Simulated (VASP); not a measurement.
MgO2, 6 atoms in the cell. It takes space group I4/mcm (No. 140, tetragonal). Conventional cell: a = 3.898 Å, b = 3.898 Å, c = 4.550 Å, α = 90.00°, β = 90.00°, γ = 90.00°. Around Mg (site symmetry 422) lie 8 O at 1.92 Å. O (site symmetry m2m) has 1 O at 1.37 Å as nearest neighbours. The cell was built by a generator and needn't be a form met in nature. The cell isn't the ideal one: cell and atoms relaxed at 154 GPa.

| Item | Value |
| --- | --- |
| Program | VASP 6.6.1 |
| Task | single point |
| Functional | PBE |
| Potentials or basis | VASP PAW PBE potentials, release 64 (Mg, O) |
| Cutoff | 520 eV |
| k mesh | 8 × 8 × 8 |
| Occupations | gaussian, width 0.01 eV |
| Spin | no spin polarisation |
| Dipole correction | no |
| Further INCAR settings | ALGO = Normal; EDIFF = 1e-07; NBANDS = 23 |

Potentials or basis: VASP PAW PBE potentials, release 64 (Mg, O).

Run with:

```console
$ cat potpaw_PBE.64/Mg/POTCAR potpaw_PBE.64/O/POTCAR > POTCAR
$ mpirun -np 1 vasp_std > vasp.out
```

Hardware: 1 thread of AMD EPYC 9R14 (Zen 4) (shared host).

Problem. Estimate the wall time of this run.

Solution. It took 34 s on 1 thread of AMD EPYC 9R14 (Zen 4), on a shared host, peak memory 0.15 GiB. Counts: scf iterations 14, k points 59.
